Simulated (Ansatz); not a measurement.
## Hf: relaxation of cell and atoms with PBE0

Hf:

```
Hf
1.0
    -1.80500    1.80500    1.80500
     1.80500   -1.80500    1.80500
     1.80500    1.80500   -1.80500
Hf
1
Cartesian
  0.0000 0.0000 0.0000
```

This isn't the form of Hf at room conditions, which is hcp.

```json
{
  "Program": "Ansatz 0.2.0",
  "Task": "relaxation of cell and atoms",
  "Functional": "PBE0",
  "Potentials or basis": "Ansatz PAW",
  "Cutoff": "420 eV (not typed: the program's choice for these potentials)",
  "k mesh": "5 × 5 × 5",
  "Occupations": "fermi-dirac, width 0.05 eV",
  "Spin": "no spin polarisation"
}
```

```json
{
  "Relaxed volume": "23.05 Å³/atom",
  "Relaxed cell": "a = 3.105 Å, b = 3.105 Å, c = 3.105 Å, α = 109.47°, β = 109.47°, γ = 109.47°",
  "Space group after relaxing (to 0.05 Å)": "Im-3m (No. 229)",
  "Energy gained by relaxing": "3.5 meV/atom",
  "Ionic steps": "4",
  "Pressure after relaxing": "0.0 GPa",
  "Band gap on the k mesh": "none (metal or under the smearing width)"
}
```

Step by step:
```
step  energy change (eV)  largest force (eV/Å)  volume (Å³)
   1              0.0000                0.0000        23.52
   2             -0.0037                0.0000        23.06
   3             -0.0037                0.0000        23.05
   4             -0.0035                0.0000        23.05
```

Final structure:
```xyz
1
Lattice="-1.7928 1.7928 1.7928 1.7928 -1.7928 1.7928 1.7928 1.7928 -1.7928" Properties=species:S:1:pos:R:3 pbc="T T T"
Hf    0.0000    0.0000    0.0000
```

Levels at points of the mesh, in eV from the Fermi level:
| k point | band 11 | band 12 | band 13 | band 14 | band 15 | band 16 |
| --- | --- | --- | --- | --- | --- | --- |
| (0.00, 0.00, 0.00) | -15.20 | -8.15 | 2.87 | 2.87 | 2.87 | 5.65 |

It took 26 s on 1 × NVIDIA H100 80GB HBM3 with 2 threads of AMD EPYC 7R13 Processor (Zen 3), with other jobs on the host, peak memory 1.5 GiB.

Caveat: the k mesh is coarse (spacing up to 0.49 Å⁻¹), so the values aren't converged, least of all with exact exchange; the plane-wave basis is chosen anew once the cell has moved, so the energies of steps on either side of that aren't comparable; the PAW data sets come from PBE, with cores solved anew for the run's functional, which leaves a small shift of forces and pressure. Spin-orbit coupling is left out, which matters for the levels of Hf.
